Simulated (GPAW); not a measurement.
# SnTe (Fm-3m) in GPAW: a series of runs, part 2 of 2

GPAW 26.7.0.

## 3. Single point, LDA

run.py reads:

```python
import spglib
from ase import Atoms
from ase.dft.bandgap import bandgap
from ase.io import read, write
from ase.units import GPa
from gpaw import GPAW, PW

atoms = read('SnTe.cif')
cell, positions, numbers = spglib.find_primitive(
    (atoms.cell[:], atoms.get_scaled_positions(), atoms.numbers), symprec=1e-4)
atoms = Atoms(numbers, cell=cell, scaled_positions=positions, pbc=True)

calc = GPAW(mode=PW(450),
            xc='LDA',
            kpts={'size': (6, 6, 6), 'gamma': True},
            occupations={'name': 'fermi-dirac', 'width': 0.05},
            nbands=19,
            convergence={'density': 1e-05, 'energy': 1e-05},
            maxiter=80,
            txt='gpaw.txt')
atoms.calc = calc
energy = atoms.get_potential_energy()
forces = atoms.get_forces()
stress = atoms.get_stress()
calc.write('gs.gpw')
write('result.traj', atoms)
print(f'Energy: {energy:.6f} eV')
print('Forces (eV/A):')
print(forces.round(4))
print('Stress (GPa):', (stress / GPa).round(3))
print('Fermi level:', round(calc.get_fermi_level(), 4), 'eV')
print(f'Gap: {bandgap(calc)[0]:.4f} eV, direct: {bandgap(calc, direct=True)[0]:.4f} eV')
```

SnTe.cif reads:

```cif
data_SnTe
_cell_length_a 6.30170000
_cell_length_b 6.30170000
_cell_length_c 6.30170000
_cell_angle_alpha 90.00000000
_cell_angle_beta 90.00000000
_cell_angle_gamma 90.00000000
_space_group_name_H-M_alt 'Fm-3m'
_space_group_name_Hall '-F 4 2 3'
_space_group_IT_number 225
loop_
_space_group_symop_operation_xyz
'x,y,z'
'-x,-y,-z'
'-y,x,z'
'y,-x,-z'
'-x,-y,z'
'x,y,-z'
'y,-x,z'
'-y,x,-z'
'x,-y,-z'
'-x,y,z'
'-y,-x,-z'
'y,x,z'
'-x,y,-z'
'x,-y,z'
'y,x,-z'
'-y,-x,z'
'z,x,y'
'-z,-x,-y'
'z,-y,x'
'-z,y,-x'
'z,-x,-y'
'-z,x,y'
'z,y,-x'
'-z,-y,x'
'-z,x,-y'
'z,-x,y'
'-z,-y,-x'
'z,y,x'
'-z,-x,y'
'z,x,-y'
'-z,y,x'
'z,-y,-x'
'y,z,x'
'-y,-z,-x'
'x,z,-y'
'-x,-z,y'
'-y,z,-x'
'y,-z,x'
'-x,z,y'
'x,-z,-y'
'-y,-z,x'
'y,z,-x'
'-x,-z,-y'
'x,z,y'
'y,-z,-x'
'-y,z,x'
'x,-z,y'
'-x,z,-y'
'x,y+1/2,z+1/2'
'-x,-y+1/2,-z+1/2'
'-y,x+1/2,z+1/2'
[... 62 lines left out ...]
'-z+1/2,-x,-y+1/2'
'z+1/2,-y,x+1/2'
'-z+1/2,y,-x+1/2'
'z+1/2,-x,-y+1/2'
'-z+1/2,x,y+1/2'
'z+1/2,y,-x+1/2'
'-z+1/2,-y,x+1/2'
'-z+1/2,x,-y+1/2'
'z+1/2,-x,y+1/2'
'-z+1/2,-y,-x+1/2'
'z+1/2,y,x+1/2'
'-z+1/2,-x,y+1/2'
'z+1/2,x,-y+1/2'
'-z+1/2,y,x+1/2'
'z+1/2,-y,-x+1/2'
'y+1/2,z,x+1/2'
'-y+1/2,-z,-x+1/2'
'x+1/2,z,-y+1/2'
'-x+1/2,-z,y+1/2'
'-y+1/2,z,-x+1/2'
'y+1/2,-z,x+1/2'
'-x+1/2,z,y+1/2'
'x+1/2,-z,-y+1/2'
'-y+1/2,-z,x+1/2'
'y+1/2,z,-x+1/2'
'-x+1/2,-z,-y+1/2'
'x+1/2,z,y+1/2'
'y+1/2,-z,-x+1/2'
'-y+1/2,z,x+1/2'
'x+1/2,-z,y+1/2'
'-x+1/2,z,-y+1/2'
'x+1/2,y+1/2,z'
'-x+1/2,-y+1/2,-z'
'-y+1/2,x+1/2,z'
'y+1/2,-x+1/2,-z'
'-x+1/2,-y+1/2,z'
'x+1/2,y+1/2,-z'
'y+1/2,-x+1/2,z'
'-y+1/2,x+1/2,-z'
'x+1/2,-y+1/2,-z'
'-x+1/2,y+1/2,z'
'-y+1/2,-x+1/2,-z'
'y+1/2,x+1/2,z'
'-x+1/2,y+1/2,-z'
'x+1/2,-y+1/2,z'
'y+1/2,x+1/2,-z'
'-y+1/2,-x+1/2,z'
'z+1/2,x+1/2,y'
'-z+1/2,-x+1/2,-y'
'z+1/2,-y+1/2,x'
'-z+1/2,y+1/2,-x'
'z+1/2,-x+1/2,-y'
'-z+1/2,x+1/2,y'
'z+1/2,y+1/2,-x'
'-z+1/2,-y+1/2,x'
'-z+1/2,x+1/2,-y'
'z+1/2,-x+1/2,y'
'-z+1/2,-y+1/2,-x'
'z+1/2,y+1/2,x'
'-z+1/2,-x+1/2,y'
'z+1/2,x+1/2,-y'
'-z+1/2,y+1/2,x'
'z+1/2,-y+1/2,-x'
'y+1/2,z+1/2,x'
'-y+1/2,-z+1/2,-x'
'x+1/2,z+1/2,-y'
'-x+1/2,-z+1/2,y'
'-y+1/2,z+1/2,-x'
'y+1/2,-z+1/2,x'
'-x+1/2,z+1/2,y'
'x+1/2,-z+1/2,-y'
'-y+1/2,-z+1/2,x'
'y+1/2,z+1/2,-x'
'-x+1/2,-z+1/2,-y'
'x+1/2,z+1/2,y'
'y+1/2,-z+1/2,-x'
'-y+1/2,z+1/2,x'
'x+1/2,-z+1/2,y'
'-x+1/2,z+1/2,-y'
loop_
_atom_site_label
_atom_site_type_symbol
_atom_site_symmetry_multiplicity
_atom_site_Wyckoff_symbol
_atom_site_fract_x
_atom_site_fract_y
_atom_site_fract_z
_atom_site_occupancy
Te1 Te 4 b 0.5000000000 0.0000000000 0.0000000000 1
Sn1 Sn 4 a 0.0000000000 0.0000000000 0.0000000000 1
```

Potentials or basis: the program's PAW data sets (release 1.2.1) made for this functional, pw.

The run is started by

```
$ OMP_NUM_THREADS=1 python run.py
```

gpaw.txt:

```text
__  _  _
 | _ |_)|_||  |
 |__||  | ||/\| - 26.7.0

Input parameters:
  mode=PW(ecut=450.00000000000006),
  convergence={'density': 1e-05, 'energy': 1e-05},
  kpts=MonkhorstPack(size=(6, 6, 6), gamma=True),
  maxiter=80,
  nbands=19,
  occupations=Occupations(name='fermi-dirac', width=0.05),
  xc=XC(name='LDA')

Diagonalizing LCAO Hamiltonian
Converting LCAO to pw mode

                 Te

       Sn

Atoms  # Å, Bohr magnetons
|   | symbol |        x |        y |        z |    initial magnetic moments |
|---|--------|----------|----------|----------|-----------------------------|
| 0 |     Te | 3.150850 | 3.150850 | 3.150850 | ( 0.0000,  0.0000,  0.0000) |
| 1 |     Sn | 0.000000 | 0.000000 | 0.000000 | ( 0.0000,  0.0000,  0.0000) |

Unit cell  # Å
| periodic |        x |        y |        z |  lengths |    angles |
|----------|----------|----------|----------|----------|-----------|
|      yes | 0.000000 | 3.150850 | 3.150850 | 4.455975 | 60.000000 |
|      yes | 3.150850 | 0.000000 | 3.150850 | 4.455975 | 60.000000 |
|      yes | 3.150850 | 3.150850 | 0.000000 | 4.455975 | 60.000000 |

Number of symmetries: 48
Symmetry operations  # r_c * U_cc + t_c -> r_c
|    | kind |            matrix            |
|----|------|------------------------------|
|  0 |  σ   |  1, 0, 0,  1, 0,-1,  1,-1, 0 |
|  1 |  C2  |  1, 0, 0,  1,-1, 0,  1, 0,-1 |
|  2 |  E   |  1, 0, 0,  0, 1, 0,  0, 0, 1 |
|  3 |  σ   |  1, 0, 0,  0, 0, 1,  0, 1, 0 |
|  4 |  C4  |  1, 0,-1,  1, 0, 0,  1,-1, 0 |
|  5 |  S6  |  1, 0,-1,  1,-1, 0,  1, 0, 0 |
|  6 |  σ   |  1, 0,-1,  0, 1,-1,  0, 0,-1 |
|  7 |  C3  |  1, 0,-1,  0, 0,-1,  0, 1,-1 |
|  8 |  S6  |  1,-1, 0,  1, 0, 0,  1, 0,-1 |
|  9 |  C4  |  1,-1, 0,  1, 0,-1,  1, 0, 0 |
| 10 |  C3  |  1,-1, 0,  0,-1, 1,  0,-1, 0 |
| 11 |  σ   |  1,-1, 0,  0,-1, 0,  0,-1, 1 |
| 12 |  σ   |  0, 1, 0,  1, 0, 0,  0, 0, 1 |
| 13 |  C4  |  0, 1, 0,  0, 1,-1, -1, 1, 0 |
| 14 |  C3  |  0, 1, 0,  0, 0, 1,  1, 0, 0 |
| 15 |  S6  |  0, 1, 0, -1, 1, 0,  0, 1,-1 |
| 16 |  C2  |  0, 1,-1,  1, 0,-1,  0, 0,-1 |
| 17 |  σ   |  0, 1,-1,  0, 1, 0, -1, 1, 0 |
| 18 |  S4  |  0, 1,-1,  0, 0,-1,  1, 0,-1 |
| 19 |  C4  |  0, 1,-1, -1, 1, 0,  0, 1, 0 |
| 20 |  C3  |  0, 0, 1,  1, 0, 0,  0, 1, 0 |
| 21 |  σ   |  0, 0, 1,  0, 1, 0,  1, 0, 0 |
| 22 |  S6  |  0, 0, 1,  0,-1, 1, -1, 0, 1 |
| 23 |  C4  |  0, 0, 1, -1, 0, 1,  0,-1, 1 |
| 24 |  S4  |  0, 0,-1,  1, 0,-1,  0, 1,-1 |
| 25 |  C3  |  0, 0,-1,  0, 1,-1,  1, 0,-1 |
| 26 |  C2  |  0, 0,-1,  0,-1, 0, -1, 0, 0 |
| 27 |  S6  |  0, 0,-1, -1, 0, 0,  0,-1, 0 |
| 28 |  S4  |  0,-1, 1,  1,-1, 0,  0,-1, 0 |
[... 101 lines left out ...]
    |------|--------|-------------|----------|
    |   5s |  2.000 |     -10.799 |    1.201 |
    |   5p |  2.000 |      -3.869 |    1.270 |
    |   4d | 10.000 |     -25.910 |    1.185 |
    |    s |        |      16.413 |    1.201 |
    |    p |        |      23.342 |    1.270 |
    |    d |        |       1.302 |    1.185 |

    Using partial waves for Sn as LCAO basis

Reference energy: -352503.082954  # eV

eigensolver:
  PPCG
  Converge bands: occupied
  niter=2

density mixing:
  MSR1-Mixer
  Pratt-step length: 0.05
  Maximum mixing coefficient: 0.75
  Old densities: 10
  SVD Regularization: 0.005
  Good broyden scale: 1.0
  Trust region scale: 1.0
  Backstep threshold: 4.0
  History deletion threshold: 6.0
  Fourier metric: weight=20.0, sigma=0.015

occupation numbers:
  Fermi-Dirac:
    width: 0.0500  # eV

poisson solver:
  ecut: 3600.0000000000005  # eV

xc functional:
  name: None

convergence criteria:
- Maximum integral of absolute [dens]ity change: 1e-05 electrons / valence electron
- Maximum [total energy] change in last 3 cyles: 1e-05 eV / valence electron
- Maximum integral of absolute [eigenst]ate change: 4e-08 eV^2 / valence electron
maximum number of iterations: 80

SCF iterations
|iter     | |      energy | eigst |  dens |
|---------|-|-------------|-------|-------|
|iter:   1| |   -9.134464 | -0.19 |       |
|iter:   2| |   -9.126583 | -2.39 | -1.49 |
|iter:   3| |   -9.084840 | -2.85 | -1.53 |
|iter:   4| |   -9.084210 | -4.36 | -2.13 |
|iter:   5| |   -9.084180 | -5.12 | -2.65 |
|iter:   6| |   -9.084182c| -6.54 | -3.35 |
|iter:   7| |   -9.084183c| -7.88c| -4.22 |
|iter:   8| |   -9.084183c| -7.99c| -4.79 |
|iter:   9| |   -9.084183c| -8.61c| -6.01c|

Converged in 9 steps
Energy contributions relative to reference atoms: (reference = -352503.082954)

Energy contributions:
  Kinetic:          11.483904
  Coulomb:         -11.938132
  Zero:              0.146997
  External:          0.000000
  Xc:               -8.775898
  Entropy:          -0.002106
  Spinorbit:         0.000000
  ----------------------------
  Free energy:      -9.085235
  Extrapolated:     -9.084183

dipole moment: (-21.527665, -21.527665, -21.527665)  # |e|*Ang

Fermi level: 6.121
Eigenvalues  # (at kpt = [0.000, 0.000, 0.000])
| band index |      eig [eV] | occ [0-2] |
|------------|---------------|-----------|
|          0 |       -15.631 |     2.000 |
|        ... |               |           |
|          2 |       -15.620 |     2.000 |
|          3 |       -15.620 |     2.000 |
|          4 |       -15.620 |     2.000 |
|          5 |        -6.703 |     2.000 |
|          6 |         1.292 |     2.000 |
|          7 |         3.999 |     2.000 |
[... 9 lines left out ...]
|         17 |        13.151 |     0.000 |
|         18 |        13.151 |     0.000 |

Gap: 0.113 eV
Transition (v -> c):
  (s=0, k=15, n=9, [0.50, 0.50, 0.50]) -> (s=0, k=15, n=10, [0.50, 0.50, 0.50])
No difference between direct/indirect transitions

Forces  # eV/Ang
|        x |       y |       z |
|----------|---------|---------|
| -0.00000 | 0.00000 | 0.00000 |  # Te   0
| -0.00000 | 0.00000 | 0.00000 |  # Sn   1

Stress tensor  # eV/Ang^3
|        x |        y |        z |
|----------|----------|----------|
| 0.016433 | 0.000000 | 0.000000 |
| 0.000000 | 0.016433 | 0.000000 |
| 0.000000 | 0.000000 | 0.016433 |

# Writing to gs.gpw (mode='')
```

It took 7.7 s on 1 thread of Arm Neoverse V2, shared host; peak memory 0.15 GiB.

What came out:

```yaml
Free_energy: -9.0852 eV
Pressure: -2.6 GPa
Band_gap_on_the_k_mesh: 0.11 eV, direct
```

Levels at points of the mesh, in eV from the valence-band top:
```tsv
k point	band 6	band 7	band 8	band 9	band 10	band 11	band 12	band 13	band 14	band 15
(0.00, 0.00, 0.00)	-12.77	-4.77	-2.07	-2.07	-2.07	3.34	3.34	3.34	4.90	4.90
(0.50, 0.50, 0.00)	-11.20	-6.52	-5.50	-3.66	-3.66	2.27	4.90	4.90	6.34	9.33
(0.50, 0.50, 0.50)	-11.50	-8.32	-1.71	-1.71	0.00	0.11	0.40	0.40	7.80	8.84
```

Caveat: the cutoff is short for stress and forces, so pressures can be off by a GPa or more; spin-orbit coupling is left out, which moves the levels of the heavy elements.

## 4. Comparison with measurements

Step 3. Measured gap of SnTe: 0.18 eV (direct; 300 K; a printed reference work, textbook). This calculation gives 0.11 eV (-0.07 eV). Spin-orbit coupling on Sn, Te is left out. The value is that of LDA on a finite k mesh, which can miss the band edges, without temperature or zero-point motion. Semilocal functionals fall short of measured gaps as a rule.
